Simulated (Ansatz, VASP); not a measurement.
# Two plane-wave programs on HfO2

The input POSCAR:

```
HfO2
1.0
    0.0000000000      2.5911551753      2.5911551753
    2.5911551753      0.0000000000      2.5911551753
    2.5911551753      2.5911551753      0.0000000000
Hf O
1 2
Direct
    0.0000000000      0.0000000000      0.0000000000
    0.7500000000      0.7500000000      0.7500000000
    0.2500000000      0.2500000000      0.2500000000
```

The input INCAR.step1:

```
ALGO = Normal
EDIFF = 1E-4
ENCUT = 520
GGA = PE
ISMEAR = -1
LASPH = T
LCHARG = F
LREAL = F
LWAVE = T
NBANDS = 18
NELM = 60
PREC = Accurate
SIGMA = 0.05
```

INCAR.step2

```
ALGO = Normal
EDIFF = 1E-6
ENCUT = 520
ISIF = 2
ISMEAR = -1
ISTART = 1
LASPH = T
LCHARG = F
LMIXTAU = T
LREAL = F
LWAVE = F
METAGGA = R2SCAN
NBANDS = 18
NELM = 60
PREC = Accurate
SIGMA = 0.05
```

The input KPOINTS:

```
k-points
0
Gamma
  9 9 9
```

input.yaml

```yaml
crystal:
  lattice:
    - [0.0, 2.5911551753, 2.5911551753]
    - [2.5911551753, 0.0, 2.5911551753]
    - [2.5911551753, 2.5911551753, 0.0]
  atoms:
    - { symbol: Hf, position: [0.0, 0.0, 0.0] }
    - { symbol: O, position: [0.75, 0.75, 0.75] }
    - { symbol: O, position: [0.25, 0.25, 0.25] }
hamiltonian:
  xc: r2scan
  pseudopotentials: { kind: paw }
kpoints:
  mp_grid: { grid: [9, 9, 9] }
scf:
  occupations: { method: fermi_dirac, width: 0.05 }
output:
  forces: true
  stress: true
  eigenvalues: true
  write_density: true
  write_potential: true
  elf: true
  volumetric_format: npy
```

Measurements of this composition are mostly on another form, of space group No. 14.

Alike in both runs: task single point; functional r2SCAN; k mesh 9 × 9 × 9; occupations fermi-dirac, width 0.05 eV; no spin polarisation.

|  | VASP | Ansatz |
| --- | --- | --- |
| version | VASP 6.6.1 | Ansatz 0.2.0 |
| potentials or method | VASP PAW PBE potentials, release 64 (Hf_pv, O) | Ansatz PAW |
| plane-wave cutoff (eV) | 520 | 500 |
| valence electrons in the cell | 22 | 38 |

```tsv
	VASP	Ansatz	Ansatz less VASP
gap on the k mesh at the Fermi level (eV)	4.20	4.21	+0.007
least direct gap on the mesh (eV)	4.30	4.31	+0.006
pressure (GPa)	-20.2	-16.9	+3.27
```

The two sets of potentials don't hold the same shells in valence.

Caveats: spin-orbit coupling is left out, which moves the levels of the heavy elements; so large a pressure means that the cell lies far from this level's equilibrium, or that cutoff or potentials fall short (VASP); the potentials were made for another functional, which shifts forces and pressure (VASP); an odd mesh through Γ misses points on the zone boundary, where band edges often lie (VASP); odd divisions of the mesh miss points on the zone boundary, where band edges often lie, so the gap on the mesh can be too wide (Ansatz); the PAW data sets come from PBE, with cores solved anew for the run's functional, which leaves a small shift of forces and pressure (Ansatz). r2SCAN opens gaps a little over a GGA but as a rule still falls short of measured ones.
